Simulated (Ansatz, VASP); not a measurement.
# GaAs (GaAs(110)): VASP beside Ansatz, part 2 of 2

Aim: how closely do two programs agree when they are given the same cell, functional and k mesh? The cell is taken from a series of runs on this material, whose earlier steps may have relaxed, scaled, displaced or heated it; both programs get it as it stands. Valence electrons are named where the data sets of a main pair hold unlike numbers.

VASP 6.6.1 and Ansatz 0.2.0.

So far: Set-up; VASP: single point, PBE.

## Step 3: Ansatz: single point, PBE

Level of this step: Ansatz beside VASP: Kohn-Sham DFT, plane waves, PBE (Ansatz).

Ansatz runs on its default PAW (the set named soft_2) files.

The same cell, functional, mesh and smearing now go to Ansatz, which takes its cutoff from its data sets.

input.yaml

```yaml
crystal:
  lattice:
    - [4.11418771, 0.0, 0.0]
    - [0.0, 5.81834006, 0.0]
    - [0.0, 0.0, 32.2185721]
  atoms:
    - { symbol: Ga, position: [0.0, 0.0598207, 0.26272885] }
    - { symbol: Ga, position: [0.5, 0.48486345, 0.30811003] }
    - { symbol: Ga, position: [0.0, 0.99145297, 0.37458738] }
    - { symbol: Ga, position: [0.5, 0.49144081, 0.43662408] }
    - { symbol: Ga, position: [0.0, 0.99347172, 0.5] }
    - { symbol: Ga, position: [0.5, 0.49144081, 0.56337592] }
    - { symbol: Ga, position: [0.0, 0.99145297, 0.62541262] }
    - { symbol: Ga, position: [0.5, 0.48486345, 0.69188997] }
    - { symbol: Ga, position: [0.0, 0.0598207, 0.73727115] }
    - { symbol: As, position: [0.0, 0.73368727, 0.31152774] }
    - { symbol: As, position: [0.5, 0.26499655, 0.2408892] }
    - { symbol: As, position: [0.0, 0.73958822, 0.43730724] }
    - { symbol: As, position: [0.5, 0.24167052, 0.37317112] }
    - { symbol: As, position: [0.0, 0.73958822, 0.56269276] }
    - { symbol: As, position: [0.5, 0.2414873, 0.5] }
    - { symbol: As, position: [0.0, 0.73368727, 0.68847226] }
    - { symbol: As, position: [0.5, 0.24167052, 0.62682888] }
    - { symbol: As, position: [0.5, 0.26499655, 0.7591108] }
hamiltonian:
  xc: pbe
  pseudopotentials: { kind: paw }
kpoints:
  mp_grid: { grid: [6, 4, 1] }
scf:
  occupations: { method: gaussian, width: 0.03 }
  n_extra_bands: 8
efield:
  axis: 3
  dipole_correction: true
  ramp_width: 0.04
output:
  forces: true
  eigenvalues: true
  write_density: true
  write_potential: true
  elf: true
  volumetric_format: npy
```

Run with:

```sh
ansatz run input.yaml --threads 8 --pin off --max-ram 18432MiB --backend cpu --events-out ev --progress --plain --runs-dir out
```

Numbers of over 12 decimals in the logs are rounded to 6 here.

Log:

```text
scf.n_extra_bands = 8 over 126 filled bands (N_el = 252.0): the run solves 134 bands
Engine: ansatz 0.2.0, aarch64-unknown-linux-gnu
Pseudopotentials: kind: paw
Pseudopotential: Ga, paw, valence charge 13, recommended cutoff 420 eV (normal), Ga.paw.azcp
Pseudopotential: As, paw, valence charge 15, recommended cutoff 420 eV (normal), As.paw.azcp
Functional definition: PBE
  parameter kappa = 0.804
  parameter beta = 0.066725
  exchange = pbe_x(kappa = kappa, mu = beta*pi^2/3)
  correlation = pbe_c(beta = beta)
Crystal: 18 atoms, lattice volume = 771.240 Å³
Basis set: ecut = 420 eV, 15041 PW (Γ), exchange–correlation on 60×80×432 points (8 copies of the dense FFT grid, shifted against one another)
Bands: 134, of which v1, the nominal top of the filled ones, is band 126 counted from 1 (125 counted from 0)
Symmetry: 2 space group operations
k-points: 12 of 24 (time reversal used)
Non-local potential: Ga, projectors of the file, l = 0: 2, l = 1: 2, l = 2: 3, l = 3: 1
Non-local potential: As, projectors of the file, l = 0: 2, l = 1: 2, l = 2: 3, l = 3: 1
PAW form: soft (Blöchl's): semilocal exchange-correlation on the pseudo side does not see the compensation charge
PAW one-centre angular grid: Ga, 590 points (default); XC on 64 Gauss nodes
PAW one-centre angular grid: As, 590 points (default); XC on 64 Gauss nodes
Initial density: superposition of atomic densities (neutral atoms: chi_scale 0, normalization atom), corrected by the library's trained network
Initial wavefunctions: pseudopotential atomic-orbital guess
Functional: x = pbe(κ = 0.804, μ = 0.219515), c = pbe(β = 0.066725)
SCF iter   1: F=—  HF=-77756.980651 eV  |F-HF|=—  |Δ(HF+E_count)|=         —  Δρ=1.65e-3  dr2=1.13e-1  ethr=1.77e-3  p=0.000 e·Å  D=1.14e-13 V/Å  ΔV_dip=-0.00 eV  dr2_dipole=1.27e-10  V_vac-E_F(+/−)=4.54/4.54 eV  ⟨swp⟩=6.2  Hψ=5971  notcnv=0  defer=1
efield: sawtooth ramp at fractional position 0.9800 (placed from the atoms, in the widest stretch of the axis that holds none; the zero of the levels goes with the place), width 0.0400; the density the first Hamiltonian is built on has a dipole p = 0.000 e·Å; the dipole correction subtracts the counter field D = 1.14e-13 V/Å, which shifts the + side's vacuum level by -0.00 eV against the − side's; the planar-averaged density in the ramp window peaks in size at 9.2e-6 e/Å³
preconditioner: auto → Resta (q_TF=auto, 2.264 Å⁻¹)  ε∞=2.9  [insulator: Δε(μ)=0.515 eV  Ē_g=12.401 eV  σ=0.030 eV  W_gap=1.00  n_scr=164 (ndim 8)  ℏωp=17.0 eV  f_vac=0.432  D(μ)=0.00/eV (n_scr^D=0)  ε∞_Penn≈2.9  vacuum switching on, ρ_ref=1.1e-2 e/Å³]
SCF iter   2: F=—  HF=-77756.968784 eV  |F-HF|=—  |Δ(HF+E_count)|=   1.19e-2  Δρ=1.02e-3  dr2=9.21e-2  ethr=4.49e-5  p=0.000 e·Å  D=1.06e-6 V/Å  ΔV_dip=-0.00 eV  dr2_dipole=2.83e-10  V_vac-E_F(+/−)=4.80/4.80 eV  ⟨swp⟩=3.8  Hψ=3207  notcnv=0  defer=25
SCF iter   3: F=—  HF=-77756.960430 eV  |F-HF|=—  |Δ(HF+E_count)|=   8.35e-3  Δρ=6.28e-4  dr2=5.08e-3  ethr=3.65e-5  p=0.000 e·Å  D=2.08e-7 V/Å  ΔV_dip=-0.00 eV  dr2_dipole=3.19e-11  V_vac-E_F(+/−)=4.66/4.66 eV  ⟨swp⟩=2.5  Hψ=1862  notcnv=0  defer=25
SCF iter   4: F=—  HF=-77756.961531 eV  |F-HF|=—  |Δ(HF+E_count)|=   1.10e-3  Δρ=2.95e-4  dr2=7.59e-4  ethr=2.01e-6  p=0.000 e·Å  D=2.19e-6 V/Å  ΔV_dip=-0.00 eV  dr2_dipole=1.38e-9  V_vac-E_F(+/−)=4.66/4.66 eV  ⟨swp⟩=2.0  Hψ=2646  notcnv=0  defer=25
SCF iter   5: F=—  HF=-77756.961228 eV  |F-HF|=—  |Δ(HF+E_count)|=   3.02e-4  Δρ=1.15e-4  dr2=1.22e-4  ethr=3.01e-7  p=-0.000 e·Å  D=-1.31e-6 V/Å  ΔV_dip=0.00 eV  dr2_dipole=7.96e-10  V_vac-E_F(+/−)=4.66/4.66 eV  ⟨swp⟩=2.0  Hψ=2675  notcnv=0  defer=25
SCF iter   6: F=—  HF=-77756.961312 eV  |F-HF|=—  |Δ(HF+E_count)|=   8.34e-5  Δρ=5.27e-5  dr2=1.94e-5  ethr=4.85e-8  p=0.000 e·Å  D=1.04e-5 V/Å  ΔV_dip=-0.00 eV  dr2_dipole=4.66e-8  V_vac-E_F(+/−)=4.66/4.66 eV  ⟨swp⟩=2.0  Hψ=3095  notcnv=0  defer=25
SCF iter   7: F=—  HF=-77756.961409 eV  |F-HF|=—  |Δ(HF+E_count)|=   9.78e-5  Δρ=1.72e-5  dr2=5.32e-6  ethr=7.69e-9  p=-0.000 e·Å  D=-2.32e-5 V/Å  ΔV_dip=0.00 eV  dr2_dipole=2.35e-7  V_vac-E_F(+/−)=4.66/4.65 eV  ⟨swp⟩=2.0  Hψ=3120  notcnv=0  defer=25
SCF iter   8: F=—  HF=-77756.961410 eV  |F-HF|=—  |Δ(HF+E_count)|=   5.16e-7  Δρ=7.31e-6  dr2=1.20e-6  ethr=2.11e-9  p=0.000 e·Å  D=4.49e-5 V/Å  ΔV_dip=-0.00 eV  dr2_dipole=8.77e-7  V_vac-E_F(+/−)=4.65/4.66 eV  ⟨swp⟩=2.0  Hψ=2978  notcnv=0  defer=25
SCF iter   9: F=—  HF=-77756.961410 eV  |F-HF|=—  |Δ(HF+E_count)|=   3.47e-7  Δρ=4.22e-6  dr2=1.44e-6  ethr=4.74e-10  p=-0.000 e·Å  D=-5.69e-5 V/Å  ΔV_dip=0.00 eV  dr2_dipole=1.41e-6  V_vac-E_F(+/−)=4.66/4.65 eV  ⟨swp⟩=2.0  Hψ=2241  notcnv=0  defer=25
SCF iter  10: F=—  HF=-77756.961410 eV  |F-HF|=—  |Δ(HF+E_count)|=   4.64e-8  Δρ=1.97e-6  dr2=1.13e-7  ethr=4.74e-10  p=-0.000 e·Å  D=-1.20e-5 V/Å  ΔV_dip=0.00 eV  dr2_dipole=6.23e-8  V_vac-E_F(+/−)=4.65/4.65 eV  ⟨swp⟩=2.0  Hψ=1799  notcnv=0  defer=25
[...]
SCF converged after 11 iterations
Free energy (F): -77756.961410 eV
Harris-Foulkes:  -77756.961410 eV  (|F-HF|=1.36e-8)
Internal energy: -77756.961410 eV  (E = F + TS)
E sigma→0 (E₀):  -77756.961410 eV
Fermi energy:    2.225256 eV
Dipole field:    D = 0.000042 V/Å  (p = 0.000178 e·Å, saw-weighted, corrected)
Work function:   Φ+ = 4.6534 eV   Φ− = 4.6547 eV
Levels:          The Fermi level and band energies are counted from a zero that moves with the ramp; work functions are not
--- Per-component energies (eV) ---
  E_band       = -4325.022414
  E_kinetic    = 1954.117139
  E_local      = -283443.236526  (includes V_loc(G=0)·N_el)
  E_nonlocal   = -2214.920371
  E_hartree    = 141107.204751
  E_xc         = -1326.008442
  E_vxc        = -1222.956139  (∫ρ·V_xc dr)
  E_paw        = -34415.720205  (= ΣΔE_a)
  E_vpaw       = -1612.371919  (= ΣTr[D̂ρ^β])
  E_aug_tail   = -0.001000  (compensation charges beyond the density's cutoff)
  E_efield     = 0.000000  (sawtooth field / dipole correction)
  E_vefield    = 0.000000  (∫n·V_field dr)
  E_ewald      = 100581.603244
  E_smearing   = -0.000000  (= −TS)
  E_closure    = 0.000000  (closes the sum)
  Σ components = -77756.961410   (vs F -77756.961410, Δ=0.00e0)
--- Forces (eV/Å), atoms counted from 1 ---
  atom   1  Ga     0.00000000     0.01435394    -0.01069521
  atom   2  Ga    -0.00000000     0.00009950     0.00831849
  atom   3  Ga    -0.00000000    -0.00056226     0.00741356
  atom   4  Ga    -0.00000000    -0.01753403    -0.01523069
  atom   5  Ga    -0.00000000    -0.01048948     0.00001448
  atom   6  Ga    -0.00000000    -0.01753098     0.01525810
  atom   7  Ga    -0.00000000    -0.00055787    -0.00739092
  atom   8  Ga    -0.00000000     0.00010701    -0.00830075
  atom   9  Ga     0.00000000     0.01436704     0.01069929
  atom  10  As     0.00000000     0.02523081     0.00535001
  atom  11  As    -0.00000000    -0.01798010     0.09232637
  atom  12  As     0.00000000     0.01055773    -0.00513297
  atom  13  As    -0.00000000    -0.00295424     0.01429158
  atom  14  As     0.00000000     0.01055700     0.00510249
  atom  15  As    -0.00000000    -0.01194157    -0.00001653
  atom  16  As     0.00000000     0.02522607    -0.00537255
  atom  17  As    -0.00000000    -0.00295755    -0.01432045
  atom  18  As    -0.00000000    -0.01797848    -0.09233269
  max |Σ_I F_I| component: 1.84e-5 eV/Å
--- Band table (eV; the first three rows and the last of 12) ---
  k-point 0: bands = [... 122 lower, 1.7022, 1.7420, 1.8377, 1.9332, 2.5173, 3.3073, 3.4891, 3.5711, ... 4 higher]
  k-point 1: bands = [... 122 lower, 1.3884, 1.3975, 1.4926, 1.5438, 3.1903, 3.2132, 3.3767, 3.4982, ... 4 higher]
  k-point 2: bands = [... 122 lower, 0.9470, 0.9854, 1.1155, 1.1511, 2.8206, 2.9514, 3.1054, 3.4194, ... 4 higher]
  k-point 11: bands = [... 122 lower, 0.7339, 0.8686, 1.1507, 1.2689, 2.8426, 3.4254, 3.4465, 4.3973, ... 4 higher]
```

## Step 4: Side by side

Known differences besides the potentials themselves: the data sets hold 252 valence electrons in Ansatz (on its default PAW (the set named soft_2) files) and 162 in VASP; the cutoff is 420 eV in Ansatz and 650 eV in VASP; VASP leaves aspherical gradient terms in its spheres out (LASPH is not set), Ansatz keeps them. Total energies have different zeros and are not compared.

Both answers:

```csv
quantity,Ansatz,VASP,difference
gap on the k mesh (eV),0.584,0.574,+0.011
```

At this near-relaxed geometry the largest component of a force difference is 31 meV/Å. A gap on the mesh is an upper bound, since the band edges may lie between its points. With vacuum in the cell, a pressure given here is an average over mostly empty space and none of the material.

## Step 5: What the set-up changes

Further runs change the set-up of one program: Ansatz's method, potentials or start, or VASP's data sets, cutoff or form of LDA. The table gives Ansatz less VASP for each quantity, since a change that brings one quantity closer may part another.

```csv
run,r.m.s. force difference (meV/Å),gap on the k mesh (eV)
as above,7.1,0.011
VASP with the data sets Ga_h and As,6.7,0.0012
```

## Step 6: What came out

```yaml
difference_in_gap_on_the_k_mesh_single_point_pbe: 0.011 eV
r_m_s_force_difference_single_point_pbe: 7.1 meV/Å
```

In words: The r.m.s. force difference is 7.1 meV/Å (single point, PBE), within the 12 meV/Å picked in this series as the mark of a large difference. The data sets hold unlike numbers of valence electrons (252 in Ansatz and 162 in VASP), so part of the differences comes from the potentials. Single point, PBE, VASP with the data sets Ga_h and As: the difference in gap on the k mesh goes from 0.011 to 0.0012 eV. Such differences can come from data sets, numerical settings and the points named under the comparisons, not from the functional's error against experiment.

[Lines on the potential files, build, host, timing and source positions are cut from VASP's logs without a mark.]

[Logs are printed without paths, hosts, clocks, repeated set-up lines and the standing remarks that a program may print on its own settings, such as how far it seeks lower states.]

[Hosts, paths, dates, database ids (printed as entryN), source tags and the programs' standing remarks are cut or masked in the printed files.]
